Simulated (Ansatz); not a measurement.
# Al(100) film, 6 layers, adrow O: surface scattering

Aim: how much of the in-plane current does the surface defect in Al(100) film, 6 layers, adrow O reflect?

Main program and level: Ansatz 0.2.0; Ansatz plane-wave DFT, PBE, PAW files; relaxation of the atoms about the surface defect; PAW set soft_1, in the first sound run; inputs show where later runs differ.

## Step 1: Starting point

The cell holds 79 atoms: 78 Al and 1 O. Cell: a = 23.144 Å, b = 2.862 Å, c = 37.211 Å, α = 90.0°, β = 90.0°, γ = 90.0°. It derives from Al. Vacuum lies along a. The structure's axis is c.

## Step 2: Relaxing about the defect

The neighbours of the defect are let go while the lead's layers stay on their sites, since a lead must repeat to 0.01 Å.

The input, input.yaml:

```yaml
crystal:
  lattice:
    - [23.14391, 0.0, 0.0]
    - [0.0, 2.862347037, 0.0]
    - [0.0, 0.0, 37.2105114815]
  atoms:
    - { symbol: Al, position: [0.1944355988, 0.0, 0.0] }
    - { symbol: Al, position: [0.2818877623, 0.5, 0.0384615385] }
    - { symbol: Al, position: [0.3693399257, 0.0, 0.0] }
    - { symbol: Al, position: [0.4567920892, 0.5, 0.0384615385] }
    - { symbol: Al, position: [0.5442442526, 0.0, 0.0] }
    - { symbol: Al, position: [0.631696416, 0.5, 0.0384615385] }
    - { symbol: Al, position: [0.1944355988, 0.0, 0.0769230769] }
    - { symbol: Al, position: [0.2818877623, 0.5, 0.1153846154] }
    - { symbol: Al, position: [0.3693399257, 0.0, 0.0769230769] }
    - { symbol: Al, position: [0.4567920892, 0.5, 0.1153846154] }
    - { symbol: Al, position: [0.5442442526, 0.0, 0.0769230769] }
    - { symbol: Al, position: [0.631696416, 0.5, 0.1153846154] }
    - { symbol: Al, position: [0.1944355988, 0.0, 0.1538461538] }
    - { symbol: Al, position: [0.2818877623, 0.5, 0.1923076923] }
    - { symbol: Al, position: [0.3693399257, 0.0, 0.1538461538] }
    - { symbol: Al, position: [0.4567920892, 0.5, 0.1923076923] }
    - { symbol: Al, position: [0.5442442526, 0.0, 0.1538461538] }
    - { symbol: Al, position: [0.631696416, 0.5, 0.1923076923] }
    - { symbol: Al, position: [0.1944355988, 0.0, 0.2307692308] }
    - { symbol: Al, position: [0.2818877623, 0.5, 0.2692307692] }
    - { symbol: Al, position: [0.3693399257, 0.0, 0.2307692308] }
    - { symbol: Al, position: [0.4567920892, 0.5, 0.2692307692] }
    - { symbol: Al, position: [0.5442442526, 0.0, 0.2307692308] }
    - { symbol: Al, position: [0.631696416, 0.5, 0.2692307692] }
    - { symbol: Al, position: [0.1944355988, 0.0, 0.3076923077] }
    - { symbol: Al, position: [0.2818877623, 0.5, 0.3461538462] }
    - { symbol: Al, position: [0.3693399257, 0.0, 0.3076923077] }
    - { symbol: Al, position: [0.4567920892, 0.5, 0.3461538462] }
    - { symbol: Al, position: [0.5442442526, 0.0, 0.3076923077] }
    - { symbol: Al, position: [0.631696416, 0.5, 0.3461538462] }
    - { symbol: Al, position: [0.1944355988, 0.0, 0.3846153846] }
    - { symbol: Al, position: [0.2818877623, 0.5, 0.4230769231] }
    - { symbol: Al, position: [0.3693399257, 0.0, 0.3846153846] }
    - { symbol: Al, position: [0.4567920892, 0.5, 0.4230769231] }
    - { symbol: Al, position: [0.5442442526, 0.0, 0.3846153846] }
    - { symbol: Al, position: [0.631696416, 0.5, 0.4230769231] }
    - { symbol: Al, position: [0.1944355988, 0.0, 0.4615384615] }
    - { symbol: Al, position: [0.2818877623, 0.5, 0.5] }
    - { symbol: Al, position: [0.3693399257, 0.0, 0.4615384615] }
    - { symbol: Al, position: [0.4567920892, 0.5, 0.5] }
    - { symbol: Al, position: [0.5442442526, 0.0, 0.4615384615] }
    - { symbol: Al, position: [0.631696416, 0.5, 0.5] }
    - { symbol: Al, position: [0.1944355988, 0.0, 0.5384615385] }
    - { symbol: Al, position: [0.2818877623, 0.5, 0.5769230769] }
    - { symbol: Al, position: [0.3693399257, 0.0, 0.5384615385] }
    - { symbol: Al, position: [0.4567920892, 0.5, 0.5769230769] }
    - { symbol: Al, position: [0.5442442526, 0.0, 0.5384615385] }
    - { symbol: Al, position: [0.631696416, 0.5, 0.5769230769] }
    - { symbol: Al, position: [0.1944355988, 0.0, 0.6153846154] }
    - { symbol: Al, position: [0.2818877623, 0.5, 0.6538461538] }
    - { symbol: Al, position: [0.3693399257, 0.0, 0.6153846154] }
    - { symbol: Al, position: [0.4567920892, 0.5, 0.6538461538] }
    - { symbol: Al, position: [0.5442442526, 0.0, 0.6153846154] }
    - { symbol: Al, position: [0.631696416, 0.5, 0.6538461538] }
    - { symbol: Al, position: [0.1944355988, 0.0, 0.6923076923] }
    - { symbol: Al, position: [0.2818877623, 0.5, 0.7307692308] }
    - { symbol: Al, position: [0.3693399257, 0.0, 0.6923076923] }
    - { symbol: Al, position: [0.4567920892, 0.5, 0.7307692308] }
    - { symbol: Al, position: [0.5442442526, 0.0, 0.6923076923] }
    - { symbol: Al, position: [0.631696416, 0.5, 0.7307692308] }
    - { symbol: Al, position: [0.1944355988, 0.0, 0.7692307692] }
    - { symbol: Al, position: [0.2818877623, 0.5, 0.8076923077] }
    - { symbol: Al, position: [0.3693399257, 0.0, 0.7692307692] }
    - { symbol: Al, position: [0.4567920892, 0.5, 0.8076923077] }
    - { symbol: Al, position: [0.5442442526, 0.0, 0.7692307692] }
    - { symbol: Al, position: [0.631696416, 0.5, 0.8076923077] }
    - { symbol: Al, position: [0.1944355988, 0.0, 0.8461538462] }
    - { symbol: Al, position: [0.2818877623, 0.5, 0.8846153846] }
    - { symbol: Al, position: [0.3693399257, 0.0, 0.8461538462] }
    - { symbol: Al, position: [0.4567920892, 0.5, 0.8846153846] }
    - { symbol: Al, position: [0.5442442526, 0.0, 0.8461538462] }
    - { symbol: Al, position: [0.631696416, 0.5, 0.8846153846] }
    - { symbol: Al, position: [0.1944355988, 0.0, 0.9230769231] }
    - { symbol: Al, position: [0.2818877623, 0.5, 0.9615384615] }
    - { symbol: Al, position: [0.3693399257, 0.0, 0.9230769231] }
    - { symbol: Al, position: [0.4567920892, 0.5, 0.9615384615] }
    - { symbol: Al, position: [0.5442442526, 0.0, 0.9230769231] }
    - { symbol: Al, position: [0.631696416, 0.5, 0.9615384615] }
    - { symbol: O, position: [0.6644363732, 0.0, 0.4615384615] }
kpoints:
  mp_grid: { grid: [1, 8, 1] }
hamiltonian:
  xc: pbe
  pseudopotentials: { kind: paw, azcp: { folder: soft_1 } }
scf:
  occupations: { method: fermi_dirac, width: 0.1 }
relax:
  f_tol: 0.03
  max_steps: 40
  constraints:
    - { sites: [0, 1, 2, 3, 4, 5, 6, 7, 8, 9, 10, 11, 12, 13, 14, 15, 16, 17, 18, 19, 20, 21, 22, 23, 24, 25, 26, 27, 28, 30, 31, 32, 33, 36, 37, 38, 39, 42, 43, 44, 45, 48, 49, 50, 51, 54, 55, 56, 57, 58, 59, 60, 61, 62, 63, 64, 65, 66, 67, 68, 69, 70, 71, 72, 73, 74, 75, 76, 77] }
```

Started as:

```bash
$ ansatz run input.yaml --threads 8 --pin off --max-ram 15360MiB --backend cpu --events-out ev --progress --plain --runs-dir out
```

Numbers of over 12 decimals in the logs are rounded to 6 here.

The log of the run:

```text
Warning: crystal.symmetry: narrowed to the stabiliser of the relax constraints — unitary ops 4 → 2; lowered at sites 23, 28, 52, 53 (the operations that carried what is held of a site onto what its image site leaves free; the constrained walk keeps no symmetry that its constraints do not admit)
Engine: ansatz 0.2.0, x86_64-unknown-linux-gnu
Pseudopotentials: kind: paw
Pseudopotential: Al, paw, valence charge 3, recommended cutoff 420 eV (normal), soft_1/Al.paw.azcp
Pseudopotential: O, paw, valence charge 6, recommended cutoff 420 eV (normal), soft_1/O.paw.azcp
Functional definition: PBE
  parameter kappa = 0.804
  parameter beta = 0.066725
  exchange = pbe_x(kappa = kappa, mu = beta*pi^2/3)
  correlation = pbe_c(beta = beta)
Crystal: 79 atoms, lattice volume = 2465.044 Å³
Basis set: ecut = 420 eV, 48237 PW (Γ), exchange–correlation on 320×40×500 points (8 copies of the dense FFT grid, shifted against one another)
Bands: 199, of which v1, the nominal top of the filled ones, is band 120 counted from 1 (119 counted from 0)
Symmetry: 2 space group operations
k-points: 5 of 8
Non-local potential: Al, projectors of the file, l = 0: 2, l = 1: 2, l = 2: 1
Non-local potential: O, projectors of the file, l = 0: 2, l = 1: 2, l = 2: 1
PAW form: soft (Blöchl's): semilocal exchange-correlation on the pseudo side does not see the compensation charge
PAW one-centre angular grid: Al, 110 points (default); XC on 64 Gauss nodes
PAW one-centre angular grid: O, 110 points (default); XC on 64 Gauss nodes
Initial density: superposition of atomic densities (neutral atoms: chi_scale 0, normalization atom)
Initial wavefunctions: pseudopotential atomic-orbital guess
Functional: x = pbe(κ = 0.804, μ = 0.219515), c = pbe(β = 0.066725)
SCF iter   1: F=—  HF=-42492.948045 eV  |F-HF|=—  |Δ(HF+E_count)|=         —  Δρ=2.43e-2  dr2=1.09e2  ethr=3.10e-3  ⟨swp⟩=8.2  Hψ=5807  notcnv=0  defer=24
preconditioner: auto → LDOS  [metal: Δε(μ)=0.027 eV  Ē_g=6.657 eV  σ=0.100 eV  W_gap=0.07  n_scr=228 (ndim 8)  ℏωp=11.5 eV  f_vac=0.344  D(μ)=31.65/eV (n_scr^D=160)  β→1.0]
SCF iter   2: F=—  HF=-42483.579303 eV  |F-HF|=—  |Δ(HF+E_count)|=    9.37e0  Δρ=1.61e-2  dr2=2.44e1  ethr=3.10e-3  ⟨swp⟩=6.0  Hψ=3414  notcnv=0  defer=98
SCF iter   3: F=—  HF=-42481.399623 eV  |F-HF|=—  |Δ(HF+E_count)|=    2.18e0  Δρ=2.67e-3  dr2=4.90e-1  ethr=3.10e-3  ⟨swp⟩=5.0  Hψ=2394  notcnv=0  defer=93
SCF iter   4: F=—  HF=-42481.320300 eV  |F-HF|=—  |Δ(HF+E_count)|=   7.93e-2  Δρ=4.88e-4  dr2=9.32e-3  ethr=2.04e-4  ⟨swp⟩=2.6  Hψ=1845  notcnv=0  defer=94
SCF iter   5: F=—  HF=-42481.321299 eV  |F-HF|=—  |Δ(HF+E_count)|=   9.99e-4  Δρ=1.61e-4  dr2=2.07e-3  ethr=3.88e-6  ⟨swp⟩=2.6  Hψ=1623  notcnv=0  defer=94
SCF iter   6: F=—  HF=-42481.321235 eV  |F-HF|=—  |Δ(HF+E_count)|=   6.45e-5  Δρ=4.66e-5  dr2=1.16e-4  ethr=8.61e-7  ⟨swp⟩=2.4  Hψ=1501  notcnv=0  defer=94
SCF iter   7: F=-42481.321246 eV  HF=-42481.321245 eV  |F-HF|=1.63e-6  |Δ(HF+E_count)|=   1.03e-5  Δρ=7.39e-6  dr2=2.03e-6  ethr=9.37e-9  ⟨swp⟩=3.0  Hψ=3829  notcnv=0
SCF 1 converged in 7 iterations: F = -42481.321246 eV  dr2 = 2.03e-6
  greatest PAW one-centre occupation: 0.869 electrons in one spin orbital (limit 2), on the O atom at site 78 (counted from 0), in its partial waves of l = 0
relax step   1: F+E_penalty+E_count = -42481.32124649 eV  Δ(F+E_penalty+E_count) = +0.000e0 eV  max|allowed force component| = 9.822e-1 eV/Å  Δτ_max = 0.0000 Å  (7 SCF iters, dr2 threshold 2.25e-5 eV, accepted)
Initial density: handed on by an earlier stage of this run
Initial wavefunctions: those handed on with the density
iter 1 solved again at ethr=1.12e-4 eV; its pass at ethr=3.10e-3 eV (dr2=2.69e-1 eV) is discarded
SCF iter   1: F=—  HF=-42481.536716 eV  |F-HF|=—  |Δ(HF+E_count)|=         —  Δρ=1.19e-3  dr2=1.78e-1  ethr=1.12e-4  ⟨swp⟩=1.2  Hψ=3562  notcnv=0  defer=91
preconditioner: auto → LDOS  [metal: Δε(μ)=0.026 eV  Ē_g=6.466 eV  σ=0.100 eV  W_gap=0.06  n_scr=228 (ndim 8)  ℏωp=11.5 eV  f_vac=0.360  D(μ)=33.41/eV (n_scr^D=164)  β→1.0]
SCF iter   2: F=—  HF=-42481.519233 eV  |F-HF|=—  |Δ(HF+E_count)|=   1.75e-2  Δρ=6.26e-4  dr2=2.62e-2  ethr=7.42e-5  ⟨swp⟩=2.2  Hψ=1503  notcnv=0  defer=91
SCF iter   3: F=—  HF=-42481.515960 eV  |F-HF|=—  |Δ(HF+E_count)|=   3.27e-3  Δρ=2.22e-4  dr2=2.03e-3  ethr=1.09e-5  ⟨swp⟩=2.0  Hψ=1573  notcnv=0  defer=91
SCF iter   4: F=—  HF=-42481.515575 eV  |F-HF|=—  |Δ(HF+E_count)|=   3.85e-4  Δρ=4.15e-5  dr2=9.46e-5  ethr=8.45e-7  ⟨swp⟩=3.0  Hψ=1916  notcnv=0  defer=91
SCF iter   5: F=-42481.515593 eV  HF=-42481.515593 eV  |F-HF|=4.15e-7  |Δ(HF+E_count)|=   1.77e-5  Δρ=9.64e-6  dr2=3.58e-6  ethr=2.51e-8  ⟨swp⟩=4.2  Hψ=2995  notcnv=0
SCF 2 converged in 5 iterations: F = -42481.515593 eV  dr2 = 3.58e-6
  greatest PAW one-centre occupation: 0.868 electrons in one spin orbital (limit 2), on the O atom at site 78 (counted from 0), in its partial waves of l = 0
relax step   2: F+E_penalty+E_count = -42481.51559299 eV  Δ(F+E_penalty+E_count) = -1.943e-1 eV  max|allowed force component| = 4.624e-1 eV/Å  Δτ_max = 0.1173 Å  (5 SCF iters, dr2 threshold 6.03e-5 eV, accepted)
SCF iter   1: F=—  HF=-42481.553043 eV  |F-HF|=—  |Δ(HF+E_count)|=         —  Δρ=6.80e-4  dr2=4.56e-2  ethr=1.52e-4  ⟨swp⟩=4.2  Hψ=2292  notcnv=0  defer=88
preconditioner: auto → LDOS  [metal: Δε(μ)=0.025 eV  Ē_g=6.469 eV  σ=0.100 eV  W_gap=0.06  n_scr=228 (ndim 8)  ℏωp=11.5 eV  f_vac=0.360  D(μ)=33.19/eV (n_scr^D=164)  β→1.0]
SCF iter   2: F=—  HF=-42481.546112 eV  |F-HF|=—  |Δ(HF+E_count)|=   6.93e-3  Δρ=3.70e-4  dr2=7.52e-3  ethr=1.90e-5  ⟨swp⟩=2.2  Hψ=1749  notcnv=0  defer=87
SCF iter   3: F=—  HF=-42481.544465 eV  |F-HF|=—  |Δ(HF+E_count)|=   1.65e-3  Δρ=1.02e-4  dr2=4.92e-4  ethr=3.14e-6  ⟨swp⟩=2.2  Hψ=1511  notcnv=0  defer=87
SCF iter   4: F=—  HF=-42481.544438 eV  |F-HF|=—  |Δ(HF+E_count)|=   2.67e-5  Δρ=3.63e-5  dr2=4.73e-5  ethr=2.05e-7  ⟨swp⟩=2.8  Hψ=1787  notcnv=0  defer=87
SCF iter   5: F=-42481.544437 eV  HF=-42481.544440 eV  |F-HF|=3.34e-6  |Δ(HF+E_count)|=   2.32e-6  Δρ=1.41e-5  dr2=7.19e-6  ethr=5.57e-9  ⟨swp⟩=5.0  Hψ=3208  notcnv=0
SCF 3 converged in 5 iterations: F = -42481.544437 eV  dr2 = 7.19e-6
relax step   3: F+E_penalty+E_count = -42481.54443679 eV  Δ(F+E_penalty+E_count) = -2.884e-2 eV  max|allowed force component| = 1.119e-1 eV/Å  Δτ_max = 0.0598 Å  (5 SCF iters, dr2 threshold 1.34e-5 eV, accepted)
SCF iter   1: F=—  HF=-42481.547109 eV  |F-HF|=—  |Δ(HF+E_count)|=         —  Δρ=1.38e-4  dr2=5.15e-3  ethr=1.05e-5  ⟨swp⟩=2.0  Hψ=2063  notcnv=0  defer=87
[...]
SCF 4 converged in 5 iterations: F = -42481.545786 eV  dr2 = 5.64e-8
relax step   4: F+E_penalty+E_count = -42481.54578564 eV  Δ(F+E_penalty+E_count) = -1.349e-3 eV  max|allowed force component| = 7.211e-3 eV/Å  Δτ_max = 0.0161 Å  (5 SCF iters, accepted)
SCF converged after 5 iterations
Free energy (F): -42481.545786 eV
Harris-Foulkes:  -42481.545786 eV  (|F-HF|=3.03e-9)
Internal energy: -42480.471427 eV  (E = F + TS)
E sigma→0 (E₀):  -42481.008606 eV
Entropy (-TS):   -1.074359 eV (-13.599 meV/atom)
Fermi energy:    2.201340 eV
--- Per-component energies (eV) ---
  E_band       = -508.383284
  E_kinetic    = 1857.262904
  E_local      = -40941.863582  (includes V_loc(G=0)·N_el)
  E_nonlocal   = 836.922016
  E_hartree    = 20183.185691
  E_xc         = -2971.941144
  E_vxc        = -2313.581810  (∫ρ·V_xc dr)
  E_paw        = -36773.198223  (= ΣΔE_a)
  E_vpaw       = -313.495851  (= ΣTr[D̂ρ^β])
  E_aug_tail   = 0.000589  (compensation charges beyond the density's cutoff)
  E_ewald      = 15329.160321
  E_smearing   = -1.074359  (= −TS)
  E_closure    = 0.000000  (closes the sum)
  Σ components = -42481.545786   (vs F -42481.545786, Δ=0.00e0)
--- Forces (eV/Å), atoms counted from 1 ---
  atom   1  Al    -0.00686987    -0.00000000     0.01314880
  atom   2  Al     0.13013400     0.00000000    -0.01548608
  atom   3  Al    -0.09202657     0.00000000    -0.01950157
  atom   4  Al     0.08377268    -0.00000000     0.01068714
  atom   5  Al    -0.11522737    -0.00000000     0.00470620
  atom   6  Al     0.01559632     0.00000000    -0.00394471
  atom   7  Al    -0.04549159    -0.00000000     0.01002348
  atom   8  Al     0.11419489    -0.00000000     0.00086529
  atom   9  Al    -0.06665147     0.00000000    -0.01370413
  atom  10  Al     0.06778492     0.00000000    -0.00150700
  atom  11  Al    -0.12531146     0.00000000    -0.00047736
  atom  12  Al    -0.00303714    -0.00000000     0.00750292
  atom  13  Al    -0.04235096     0.00000000    -0.00328217
  atom  14  Al     0.12382215    -0.00000000     0.03403275
  atom  15  Al    -0.06516617    -0.00000000     0.00845938
  atom  16  Al     0.06089923    -0.00000000     0.02254033
  atom  17  Al    -0.10034077     0.00000000    -0.00018220
  atom  18  Al     0.01744688    -0.00000000     0.00286892
  atom  19  Al    -0.01870907     0.00000000    -0.04100142
  atom  20  Al     0.09935936     0.00000000    -0.01129031
  atom  21  Al    -0.06381412     0.00000000    -0.00699237
  atom  22  Al     0.04022158     0.00000000    -0.03737109
  atom  23  Al    -0.14873495     0.00000000    -0.01148357
  atom  24  Al     0.00756255    -0.00000000     0.12636659
  atom  25  Al     0.00097214    -0.00000000     0.01651849
  atom  26  Al     0.10413948    -0.00000000     0.00295021
  atom  27  Al    -0.06027226    -0.00000000     0.02554759
  atom  28  Al     0.07705461    -0.00000000     0.06225172
  atom  29  Al     0.02947450    -0.00000000     0.07569162
  atom  30  Al    -0.00477457    -0.00000000     0.00139535
  atom  31  Al    -0.02594213     0.00000000    -0.01476558
  atom  32  Al     0.07908942     0.00000000    -0.03341402
  atom  33  Al     0.00905534     0.00000000    -0.00885846
  atom  34  Al    -0.19586575     0.00000000    -0.09369162
  atom  35  Al    -0.00004433     0.00000000    -0.00204496
  atom  36  Al    -0.00129076    -0.00000000     0.00454105
  atom  37  Al    -0.01038004     0.00000000    -0.00304834
  atom  38  Al     0.07904808    -0.00000000     0.02988971
  atom  39  Al    -0.03523180    -0.00000000     0.00160541
  atom  40  Al    -0.19520760    -0.00000000     0.07446160
[...]
atom  68  Al     0.13050373    -0.00000000     0.01599845
  atom  69  Al    -0.06588711    -0.00000000     0.01437663
  atom  70  Al     0.08324242     0.00000000    -0.01089454
  atom  71  Al    -0.12517749    -0.00000000     0.00054689
  atom  72  Al     0.01568910    -0.00000000     0.00335051
  atom  73  Al    -0.00730362     0.00000000    -0.01353844
  atom  74  Al     0.16777997    -0.00000000     0.00068385
  atom  75  Al    -0.09194823    -0.00000000     0.01914583
  atom  76  Al     0.07465475    -0.00000000     0.00006078
  atom  77  Al    -0.11549354     0.00000000    -0.00369360
  atom  78  Al     0.01768631     0.00000000    -0.00045816
  atom  79  O      0.00256580    -0.00000000     0.00271958
  max |Σ_I F_I| component: 5.52e-5 eV/Å
--- Relaxed structure (4 steps of the walk, 4 accepted, 0 SCFs on fresh bases) ---
  F+E_penalty+E_count = -42481.54578564 eV   max|allowed force component| = 7.211e-3 eV/Å
  atoms:
    - { symbol: Al, position: [0.1944355988, 0.0, -1.2025317450675345e-11] }
    - { symbol: Al, position: [0.2818877623, 0.500000, 0.038462] }
    - { symbol: Al, position: [0.3693399257, 0.0, -1.2025317450675345e-11] }
    - { symbol: Al, position: [0.4567920892, 0.500000, 0.038462] }
    - { symbol: Al, position: [0.5442442526, 0.0, -1.2025317450675345e-11] }
    - { symbol: Al, position: [0.631696416, 0.500000, 0.038462] }
    - { symbol: Al, position: [0.1944355988, 0.0, 0.076923] }
    - { symbol: Al, position: [0.2818877623, 0.500000, 0.115385] }
    - { symbol: Al, position: [0.3693399257, 0.0, 0.076923] }
    - { symbol: Al, position: [0.4567920892, 0.500000, 0.115385] }
    - { symbol: Al, position: [0.5442442526, 0.0, 0.076923] }
    - { symbol: Al, position: [0.631696416, 0.500000, 0.115385] }
    - { symbol: Al, position: [0.1944355988, 0.0, 0.153846] }
    - { symbol: Al, position: [0.2818877623, 0.500000, 0.192308] }
    - { symbol: Al, position: [0.3693399257, 0.0, 0.153846] }
    - { symbol: Al, position: [0.4567920892, 0.500000, 0.192308] }
    - { symbol: Al, position: [0.5442442526, 0.0, 0.153846] }
    - { symbol: Al, position: [0.631696416, 0.500000, 0.192308] }
    - { symbol: Al, position: [0.1944355988, 0.0, 0.230769] }
    - { symbol: Al, position: [0.2818877623, 0.500000, 0.269231] }
    - { symbol: Al, position: [0.3693399257, 0.0, 0.230769] }
    - { symbol: Al, position: [0.4567920892, 0.500000, 0.269231] }
    - { symbol: Al, position: [0.5442442526, 0.0, 0.230769] }
    - { symbol: Al, position: [0.631696416, 0.500000, 0.269231] }
    - { symbol: Al, position: [0.1944355988, 0.0, 0.307692] }
    - { symbol: Al, position: [0.2818877623, 0.500000, 0.346154] }
    - { symbol: Al, position: [0.3693399257, 0.0, 0.307692] }
    - { symbol: Al, position: [0.4567920892, 0.500000, 0.346154] }
    - { symbol: Al, position: [0.5442442526, 0.0, 0.307692] }
    - { symbol: Al, position: [0.632851, 0.500000, 0.349640] }
    - { symbol: Al, position: [0.1944355988, 0.0, 0.384615] }
    - { symbol: Al, position: [0.2818877623, 0.500000, 0.423077] }
    - { symbol: Al, position: [0.3693399257, 0.0, 0.384615] }
    - { symbol: Al, position: [0.4567920892, 0.500000, 0.423077] }
    - { symbol: Al, position: [0.544157, -1.2799799778708221e-18, 0.385502] }
    - { symbol: Al, position: [0.636572, 0.500000, 0.424850] }
    - { symbol: Al, position: [0.1944355988, 0.0, 0.461538] }
    - { symbol: Al, position: [0.2818877623, 0.500000, 0.500000] }
    - { symbol: Al, position: [0.3693399257, 0.0, 0.461538] }
    - { symbol: Al, position: [0.4567920892, 0.500000, 0.500000] }
[...]
- { symbol: Al, position: [0.1944355988, 0.0, 0.846154] }
    - { symbol: Al, position: [0.2818877623, 0.500000, 0.884615] }
    - { symbol: Al, position: [0.3693399257, 0.0, 0.846154] }
    - { symbol: Al, position: [0.4567920892, 0.500000, 0.884615] }
    - { symbol: Al, position: [0.5442442526, 0.0, 0.846154] }
    - { symbol: Al, position: [0.631696416, 0.500000, 0.884615] }
    - { symbol: Al, position: [0.1944355988, 0.0, 0.923077] }
    - { symbol: Al, position: [0.2818877623, 0.500000, 0.961538] }
    - { symbol: Al, position: [0.3693399257, 0.0, 0.923077] }
    - { symbol: Al, position: [0.4567920892, 0.500000, 0.961538] }
    - { symbol: Al, position: [0.5442442526, 0.0, 0.923077] }
    - { symbol: Al, position: [0.631696416, 0.500000, 0.961538] }
    - { symbol: O, position: [0.664184, 7.340722397187422e-19, 0.461030] }
```

Run time: 2.1 min. Hardware: 8 threads of Intel Xeon at 2.70GHz, shared host; peak memory 9.1 GiB.

Step by step:

```csv
step,energy less that of the first step (eV),largest force component (eV/Å)
1,0.0000,0.9822
2,-0.1943,0.4624
3,-0.2232,0.1119
4,-0.2245,0.0072
```

The atoms that moved most (Å):

```csv
atom,dx,dy,dz,length
Al48,0.034,0.000,-0.177,0.180
Al42,0.113,0.000,-0.106,0.155
Al30,0.027,0.000,0.130,0.132
Al36,0.113,0.000,0.066,0.131
Al41,-0.072,0.000,-0.010,0.073
Al54,-0.006,0.000,-0.067,0.067
Al47,-0.002,0.000,-0.057,0.057
Al53,0.000,0.000,-0.041,0.041
```

Numbers from this step:

```
free energy             : -42481.5458 eV
energy at zero smearing : -42481.0086 eV
Fermi energy            : 2.201 eV
```

The largest force component on a free atom ends at 0.0072 eV/Å, under the tolerance of 0.03, after 4 steps.

(Part 1 of 2 ends here.)

[Logs are printed without paths, hosts, clocks, repeated set-up lines and the standing remarks that a program may print on its own settings, such as how far it seeks lower states.]

[Hosts, paths, dates, database ids (printed as entryN), source tags and the programs' standing remarks are cut or masked in the printed files.]
